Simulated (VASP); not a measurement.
# AlN (P6_3mc) in VASP: electric field gradients with PBEsol

Aim: the electric field gradients of AlN with PBEsol.

Everything below comes from runs of VASP 6.6.1. Logs are shortened: lines on timing, memory, paths and dates and some standing lists are left out, and cuts for length are marked.

**Experimental background.**

“Self-assembly of well-separated AlN nanowires directly on sputtered metallic TiN films”, 2019, arxiv:1910.07391 quotes, for a bulk crystal of AlN at 10 K: band gap 6.034 eV (an exciton energy, a little under the gap).

The results are compared with them further down.

## Step 1: Starting point

It takes space group P6_3mc (No. 186, hexagonal). The conventional cell has a = 3.113 Å, b = 3.113 Å, c = 4.981 Å, α = 90.00°, β = 90.00°, γ = 120.00°. Around Al (site symmetry 3m) lie 4 N at 1.89 Å. N (site symmetry 3m) has 4 Al at 1.89 Å as nearest neighbours.

## Step 2: Electric field gradients, PBEsol

INCAR reads:

```
  ALGO = Normal
  EDIFF = 1E-7
  ENCUT = 600
  GGA = PS
  ISIF = 2
  ISMEAR = -1
  LASPH = True
  LCHARG = False
  LEFG = True
  LREAL = False
  LWAVE = False
  NELM = 80
  PREC = Accurate
  SIGMA = 0.02
```

KPOINTS reads:

```
k-points
0
Gamma
  8 8 5
```

POSCAR reads:

```
AlN
1.0
    3.1130000000      0.0000000000      0.0000000000
   -1.5565000000      2.6959370820      0.0000000000
    0.0000000000      0.0000000000      4.9810000000
Al N
2 2
Direct
    0.3333333333      0.6666666667      0.0000000000
    0.6666666667      0.3333333333      0.5000000000
    0.3333333333      0.6666666667      0.3800000000
    0.6666666667      0.3333333333      0.8800000000
```

Potentials or basis: VASP PAW PBE potentials, release 64 (Al, N).

The run is started by

```bash
> cat potpaw_PBE.64/Al/POTCAR potpaw_PBE.64/N/POTCAR > POTCAR
> mpirun -np 1 vasp_std > vasp.out
```

OUTCAR:

```text
EDIFF = 1E-7
   ENCUT = 600
   GGA = PS
   ISIF = 2
   ISMEAR = -1
   LASPH = True
   LREAL = False
   NELM = 80
   PREC = Accurate

 ion  position               nearest neighbor table
   1  0.333  0.667  0.000-   3 1.89   4 1.89   4 1.89   4 1.89   2 3.07   2 3.07   2 3.07   2 3.07
                             2 3.07   2 3.07
   2  0.667  0.333  0.500-   4 1.89   3 1.89   3 1.89   3 1.89   1 3.07   1 3.07   1 3.07   1 3.07
                             1 3.07   1 3.07
   3  0.333  0.667  0.380-   1 1.89   2 1.89   2 1.89   2 1.89
   4  0.667  0.333  0.880-   2 1.89   1 1.89   1 1.89   1 1.89

  LATTYP: Found a hexagonal cell.
 ALAT       =     3.1130000000
 C/A-ratio  =     1.6000642467

  Lattice vectors:

 A1 = (   3.1130000000,   0.0000000000,   0.0000000000)
 A2 = (  -1.5565000000,   2.6959370820,   0.0000000000)
 A3 = (   0.0000000000,   0.0000000000,   4.9810000000)

Analysis of symmetry for initial positions (statically):
=====================================================================
 Subroutine PRICEL returns:
 Original cell was already a primitive cell.

 Routine SETGRP: Setting up the symmetry group for a
 hexagonal supercell.

 Subroutine GETGRP returns: Found 12 space group operations
 (whereof  6 operations were pure point group operations)
 out of a pool of 24 trial point group operations.

The static configuration has the point symmetry C_3v.
 The point group associated with its full space group is C_6v.

Analysis of symmetry for dynamics (positions and initial velocities):
=====================================================================
 Subroutine PRICEL returns:
 Original cell was already a primitive cell.

 Routine SETGRP: Setting up the symmetry group for a
 hexagonal supercell.

 Subroutine GETGRP returns: Found 12 space group operations
 (whereof  6 operations were pure point group operations)
 out of a pool of 24 trial point group operations.

The dynamic configuration has the point symmetry C_3v.
 The point group associated with its full space group is C_6v.

 Subroutine INISYM returns: Found 12 space group operations
 (whereof  6 operations are pure point group operations),
 and found     1 'primitive' translations

----------------------------------------------------------------------------------------

[... 162 lines left out ...]
      9      10.1786      0.00000
     10      12.6059      0.00000
     11      16.5379      0.00000
     12      17.0873      0.00000
[... 331 lines left out ...]
 k-point    24 :       0.3750    0.0000    0.4000
  band No.  band energies     occupation
      1      -7.1964      2.00000
      2      -6.8147      2.00000
      3       0.7652      2.00000
      4       1.1694      2.00000
      5       3.9961      2.00000
      6       4.5028      2.00000
      7       4.9154      2.00000
      8       4.9321      2.00000
      9      11.3088      0.00000
     10      11.9320      0.00000
     11      15.0922      0.00000
     12      15.8049      0.00000

 [... further k-points ...]

------------------------ aborting loop because EDIFF is reached ----------------------------------------

  FORCE on cell =-STRESS in cart. coord.  units (eV):
  Direction    XX          YY          ZZ          XY          YZ          ZX
  --------------------------------------------------------------------------------------
  -------------------------------------------------------------------------------------
  Total       -0.1047466     -0.1047466      0.2854669      0.0000000      0.0000000      0.0000000
  in kB       -4.0146261     -4.0146261     10.9411003      0.0000000      0.0000000      0.0000000
  external PRESSURE =       0.9706160 kB  Pullay stress =       0.0000000 kB

 VOLUME and BASIS-vectors are now :
 -----------------------------------------------------------------------------
  energy-cutoff  :      600.00
  volume of cell :       41.80
      direct lattice vectors                 reciprocal lattice vectors
     3.113000000  0.000000000  0.000000000     0.321233537  0.185464269  0.000000000
    -1.556500000  2.695937082  0.000000000     0.000000000  0.370928538  0.000000000
     0.000000000  0.000000000  4.981000000     0.000000000  0.000000000  0.200762899

 POSITION                                       TOTAL-FORCE (eV/Angst)
 -----------------------------------------------------------------------------------
     -0.00000      1.79729      0.00000        -0.000000      0.000000     -0.132118
      1.55650      0.89865      2.49050         0.000000     -0.000000     -0.132118
     -0.00000      1.79729      1.89278         0.000000      0.000000      0.132118
      1.55650      0.89865      4.38328        -0.000000      0.000000      0.132118
 -----------------------------------------------------------------------------------
    total drift:                               -0.000000      0.000000      0.000290

  FREE ENERGIE OF THE ION-ELECTRON SYSTEM (eV)
  ---------------------------------------------------
  free  energy   TOTEN  =       -31.3142766592 eV

  energy  without entropy=      -31.3142766592  energy(sigma->0) =      -31.31427666

 Electric field gradients (V/A^2)
---------------------------------------------------------------------
 ion       V_xx      V_yy      V_zz      V_xy      V_xz      V_yz
---------------------------------------------------------------------
   1      -1.280    -1.280     2.559     0.000     0.000    -0.000
   2      -1.280    -1.280     2.559     0.000    -0.000     0.000
   3       0.199     0.199    -0.398    -0.000     0.000    -0.000
   4       0.199     0.199    -0.398    -0.000    -0.000     0.000
---------------------------------------------------------------------

 Electric field gradients after diagonalization (V/A^2)
 (convention: |V_zz| > |V_xx| > |V_yy|)
----------------------------------------------------------------------
 ion       V_xx      V_yy      V_zz     asymmetry (V_yy - V_xx)/ V_zz
----------------------------------------------------------------------
   1      -1.280    -1.280     2.559       0.000
   2      -1.280    -1.280     2.559       0.000
   3       0.199     0.199    -0.398       0.002
   4       0.199     0.199    -0.398       0.002
----------------------------------------------------------------------

           NMR quadrupolar parameters

 Cq : quadrupolar parameter    Cq=e*Q*V_zz/h
 eta: asymmetry parameters     (V_yy - V_xx)/ V_zz
 Q  : nuclear electric quadrupole moment in mb (millibarn)
----------------------------------------------------------------------
 ion       Cq(MHz)       eta       Q (mb)
----------------------------------------------------------------------
   1       0.006       0.000       1.000
   2       0.006       0.000       1.000
   3      -0.001       0.002       1.000
   4      -0.001       0.002       1.000
----------------------------------------------------------------------
```

OSZICAR:

```text
N       E                     dE             d eps       ncg     rms          rms(c)
DAV:   1     0.563592873508E+02    0.56359E+02   -0.83319E+03   720   0.135E+03
DAV:   2    -0.314935778830E+02   -0.87853E+02   -0.80011E+02  1060   0.244E+02
DAV:   3    -0.357291153878E+02   -0.42355E+01   -0.42166E+01   948   0.589E+01
DAV:   4    -0.357660888801E+02   -0.36973E-01   -0.36962E-01   844   0.617E+00
DAV:   5    -0.357666221501E+02   -0.53327E-03   -0.53325E-03   916   0.740E-01    0.117E+01
DAV:   6    -0.313742801341E+02    0.43923E+01   -0.15388E+01   876   0.312E+01    0.421E+00
DAV:   7    -0.313503262284E+02    0.23954E-01   -0.59126E-01   788   0.643E+00    0.282E+00
DAV:   8    -0.313184727631E+02    0.31853E-01   -0.78061E-02   820   0.307E+00    0.463E-01
DAV:   9    -0.313140539442E+02    0.44188E-02   -0.16915E-02   920   0.997E-01    0.239E-01
DAV:  10    -0.313143529534E+02   -0.29901E-03   -0.13669E-03   848   0.306E-01    0.149E-01
DAV:  11    -0.313142772479E+02    0.75705E-04   -0.19714E-04   848   0.117E-01    0.304E-02
DAV:  12    -0.313142771813E+02    0.66665E-07   -0.37964E-06   868   0.224E-02    0.644E-03
DAV:  13    -0.313142766220E+02    0.55924E-06   -0.49304E-06   864   0.181E-02    0.364E-03
DAV:  14    -0.313142766592E+02   -0.37204E-07   -0.16809E-07   544   0.376E-03
   1 F= -.31314277E+02 E0= -.31314277E+02  d E =-.337234E-10
```

stdout:

```text
POSCAR found type information on POSCAR AlN
 POSCAR found :  2 types and       4 ions
 scaLAPACK will be used
 -----------------------------------------------------------------------------
|                                                                             |
|                                                                             |
|     You enforced a specific xc type in the INCAR file but a different       |
|     I HOPE YOU KNOW WHAT YOU ARE DOING!                                     |
|                                                                             |
 -----------------------------------------------------------------------------

 LDA part: xc-table for (Slater+PW92), standard interpolation
 POSCAR, INCAR and KPOINTS ok, starting setup
 FFT: planning ... GRIDC
 FFT: planning ... GRID_SOFT
 FFT: planning ... GRID
 WAVECAR not read
 entering main loop
ion   1

ion   2

ion   3

ion   4
```

Wall time 12 s (1 thread of AMD EPYC 9R14 (Zen 4), shared host); peak memory 0.14 GiB.

What came out:

```yaml
Free_energy: -31.3143 eV
Pressure: 0.1 GPa
Largest_force: 0.132 eV/Å
Band_gap_on_the_k_mesh: 4.15 eV, direct
```

Forces in eV/Å, atoms in the order of the input:
```
Al   0.000  0.000 -0.132
Al   0.000  0.000 -0.132
N    0.000  0.000  0.132
N    0.000  0.000  0.132
```

Levels at points of the mesh, in eV from the valence-band top:
```tsv
k point	band 4	band 5	band 6	band 7	band 8	band 9	band 10	band 11	band 12
(0.00, 0.00, 0.00)	-0.84	-0.84	-0.18	-0.18	0.00	4.15	6.58	10.51	11.06
(0.50, 0.00, 0.00)	-4.16	-3.36	-2.08	-1.80	-0.66	5.69	5.69	8.11	10.20
```

Electric field gradients, principal values (V/Å²):
```csv
atom,Vxx,Vyy,Vzz
1 Al,-1.280,-1.280,2.559
2 Al,-1.280,-1.280,2.559
3 N,0.199,0.199,-0.398
4 N,0.199,0.199,-0.398
```

Caveat: the PAW data sets were made with another functional, which shifts forces and pressure a little.

## Step 3: Against experiment

Step 2. Against the measured gap of AlN, 6.034 eV (an exciton energy, a little under the gap; 10 K; quoted in “Self-assembly of well-separated AlN nanowires directly on sputtered metallic TiN films”, 2019, arxiv:1910.07391), the calculated 4.15 eV is off by -1.88 eV. 2 values of this kind are on record (6.034 to 6.0343 eV); this one was drawn at random. The value is that of PBEsol, without temperature or zero-point motion. Semilocal functionals fall short of measured gaps as a rule.
